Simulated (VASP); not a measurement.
Runs of VASP 6.6.1 on SiC. The structure is hexagonal, space group P6_3mc (No. 186). The conventional cell has a = 3.076 Å, b = 3.076 Å, c = 10.071 Å, α = 90.00°, β = 90.00°, γ = 120.00°. Si (site symmetry 3m) has 4 C at 1.88 to 1.89 Å as nearest neighbours. Si (site symmetry 3m) is surrounded by 4 C at 1.88 to 1.89 Å. Around C (site symmetry 3m) lie 4 Si at 1.88 to 1.89 Å. C (site symmetry 3m) is surrounded by 4 Si at 1.88 to 1.89 Å. The cell is a database's computed one.

```tsv
level	potentials or basis	gap on the mesh (eV)	pressure (GPa)	relaxed volume (Å³/atom)
PBEsol	VASP PAW PBE potentials, release 64 (Si, C)	(b)	0.0	10.34
r2SCAN	VASP PAW PBE potentials, release 64 (Si, C)	2.61	0.1	10.31
PBE	VASP PAW PBE potentials, release 64 (Si, C)	2.22	0.0	10.49
PBE+D3(BJ)	VASP PAW PBE potentials, release 64 (Si, C)	2.23	0.0	10.27
LDA	VASP PAW LDA potentials, release 64 (Si, C)	2.17	0.0	(a)
```

Alike in all rows: task relaxation of cell and atoms; no spin polarisation; cell relaxed; k mesh 12 × 12 × 3; cutoff (eV) 600; smearing gaussian 0.03 eV.

Question: Estimate the missing entries.

Answer: (a) 10.15; (b) 2.11.

Caveats: an odd mesh through Γ misses points on the zone boundary, where band edges often lie; the PAW data sets were made with another functional, which shifts forces and pressure a little (some runs).

Not every run made on this cell is shown here.
